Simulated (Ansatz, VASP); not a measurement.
**SiNi3 in VASP and in Ansatz**

The input INCAR:

```
  PREC = Accurate
  ENCUT = 520
  EDIFF = 1E-7
  ISMEAR = -1
  SIGMA = 0.05
  LREAL = False
  LASPH = True
  NELM = 100
  ALGO = Normal
  ISIF = 2
  LWAVE = False
  LCHARG = False
  ISPIN = 2
  MAGMOM = 1 1 1 0
  LORBIT = 11
  LMAXMIX = 4
  GGA = PE
  NBANDS = 29
```

File KPOINTS:

```
Automatic mesh
0
Gamma
  8 8 8
```

The input POSCAR:

```
SiNi3
1.0
    3.5886106083      0.0000000000      0.0000000000
    0.0000000000      3.5886106083      0.0000000000
    0.0000000000      0.0000000000      3.5886106083
Ni Si
3 1
Direct
    0.5000000000      0.5000000000      0.0000000000
    0.5000000000      0.0000000000      0.5000000000
    0.0000000000      0.5000000000      0.5000000000
    0.0000000000      0.0000000000      0.0000000000
```

Contents of input.yaml:

```yaml
crystal:
  lattice:
    - [3.5886106083, 0.0, 0.0]
    - [0.0, 3.5886106083, 0.0]
    - [0.0, 0.0, 3.5886106083]
  atoms:
    - { symbol: Ni, position: [0.5, 0.5, 0.0], spin: 1.0 }
    - { symbol: Ni, position: [0.5, 0.0, 0.5], spin: 1.0 }
    - { symbol: Ni, position: [0.0, 0.5, 0.5], spin: 1.0 }
    - { symbol: Si, position: [0.0, 0.0, 0.0] }
hamiltonian:
  xc: pbe
  pseudopotentials: { kind: paw }
magnetization:
  spin_polarized: true
kpoints:
  mp_grid: { grid: [8, 8, 8] }
scf:
  occupations: { method: fermi_dirac, width: 0.05 }
output:
  forces: true
  stress: true
  eigenvalues: true
```

Change from the starting cell: volume scaled by 1.04.

Alike in both runs: task single point; functional PBE; k mesh 8 × 8 × 8; occupations fermi-dirac, width 0.05 eV; collinear spin, ferromagnetic start.

```csv
,VASP,Ansatz
version,VASP 6.6.1,Ansatz 0.2.0
potentials or method,"VASP PAW PBE potentials, release 64 (Ni, Si)",Ansatz PAW
plane-wave cutoff (eV),520,420
valence electrons in the cell,34,58
```

VASP gave:

| Quantity | Value |
| --- | --- |
| gap on the k mesh at the Fermi level (eV) | none |
| pressure (GPa) | -12.4 |
| net moment per atom (μB) | 0.00 |

Question: Estimate Ansatz's values.

Answer: gap on the k mesh at the Fermi level (eV): none; pressure (GPa): -12.6; net moment per atom (μB): 0.00.

A gap of «none» marks a metal or a gap that the smearing closes. The two sets of potentials don't hold the same shells in valence.

Caveats: the starting moments weren't kept (Ansatz).
